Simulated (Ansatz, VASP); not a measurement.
## Se: VASP beside Ansatz

The input INCAR:

```
ALGO = Normal ; EDIFF = 1E-6
ENCUT = 520 ; GGA = PE
ISIF = 2 ; ISMEAR = -1
LASPH = T ; LCHARG = F
LREAL = F ; LWAVE = F
NBANDS = 13 ; NELM = 80
PREC = Accurate ; SIGMA = 0.08
```

Contents of KPOINTS:

```
k-points
0
Gamma
  13 13 13
```

Contents of POSCAR:

```
Se
1.0
    1.4742787614     -0.8511752398      2.4097320053
    0.0000000000      1.7023504796      2.4097320053
   -1.4742787614     -0.8511752398      2.4097320053
Se
2
Direct
    0.2500000000      0.2500000000      0.2500000000
   -0.2500000000     -0.2500000000     -0.2500000000
```

Input for Ansatz:

```yaml
crystal:
  lattice:
    - [1.4742787614, -0.8511752398, 2.4097320053]
    - [0.0, 1.7023504796, 2.4097320053]
    - [-1.4742787614, -0.8511752398, 2.4097320053]
  atoms:
    - { symbol: Se, position: [0.25, 0.25, 0.25] }
    - { symbol: Se, position: [-0.25, -0.25, -0.25] }
kpoints:
  mp_grid: { grid: [13, 13, 13] }
  band_path:
    path:
      - [0.0, 0.0, 0.0]
      - [1.0, 1.0, 1.0]
      - [1.0006207671, 1.0, 0.9993792329]
      - [0.9993792329, 0.0006207671, 0.0]
      - [0.5, 0.5, 0.0]
      - [0.0, 0.0, 0.0]
      - [0.4996896164, 0.0, -0.4996896164]
      - [1.0, 0.5003103836, 0.4996896164]
      - [1.0, 0.5, 0.5]
    npoints: 8
scf:
  occupations: { method: fermi_dirac, width: 0.08 }
hamiltonian:
  xc: pbe
  pseudopotentials: { kind: all_electron, lapw: { basis_error: 0.001 } }
output:
  forces: true
  stress: true
  eigenvalues: true
  populations: true
  dos: { projected: true, de: 0.2, e_range: [-14, 8] }
```

Change from the starting cell: volume scaled by 0.4, LAPW.

Alike in both runs: task single point; functional PBE; k mesh 13 × 13 × 13; occupations fermi-dirac, width 0.08 eV; no spin polarisation.

|  | VASP | Ansatz |
| --- | --- | --- |
| version | VASP 6.6.1 | Ansatz 0.2.0 |
| potentials or method | VASP PAW PBE potentials, release 64 (Se) | all-electron LAPW, scalar-relativistic |
| plane-wave cutoff (eV) | 520 | see its input |

```csv
,VASP,Ansatz,Ansatz less VASP
pressure (GPa),408.3,398.8,-9.45
largest component of the traceless stress (GPa),0.26,0.24,-0.013
```

Ansatz ran all-electron here, so the differences hold the error of VASP's frozen core and of both bases.

Caveats: the cell as given lies far from equilibrium; so large a pressure means that the cell lies far from this level's equilibrium, or that cutoff or potentials fall short (VASP).
